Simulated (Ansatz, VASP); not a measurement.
Two plane-wave programs on BN

```
B N
1.0
     2.54691    0.00000    0.00000
    -1.27346    2.20569    0.00000
     0.00000    0.00000    4.16063
B N
2 2
Direct
  0.33333 0.66667 0.99963
  0.66667 0.33333 0.49963
  0.33333 0.66667 0.37437
  0.66667 0.33333 0.87437
```

Change from the starting cell: strained cell.

Alike in both runs: functional PBEsol; k mesh 9 × 9 × 6; occupations gaussian, width 0.02 eV; no spin polarisation.

Ansatz relaxed the structure, and its values are those at the end. VASP's run is a single point on that final structure, the one shown.

|  | VASP | Ansatz |
| --- | --- | --- |
| version | VASP 6.6.1 | Ansatz 0.2.0 |
| potentials or method | VASP PAW PBE potentials, release 64 (B, N) | scalar-relativistic, plane waves, PAW |
| plane-wave cutoff (eV) | 520 | 420 |
| valence electrons in the cell | 16 | 16 |

```tsv
	VASP	Ansatz	Ansatz less VASP
gap on the k mesh at the Fermi level (eV)	5.00	5.01	+0.013
least direct gap on the mesh (eV)	8.18	8.18	+0.002
pressure (GPa)	2.9	2.1	-0.84
```

Ansatz warned: «pseudo_functional_mismatch».

Caveats: the PAW data sets were made with another functional, which shifts forces and pressure a little (VASP); an odd mesh through Γ misses points on the zone boundary, where band edges often lie.
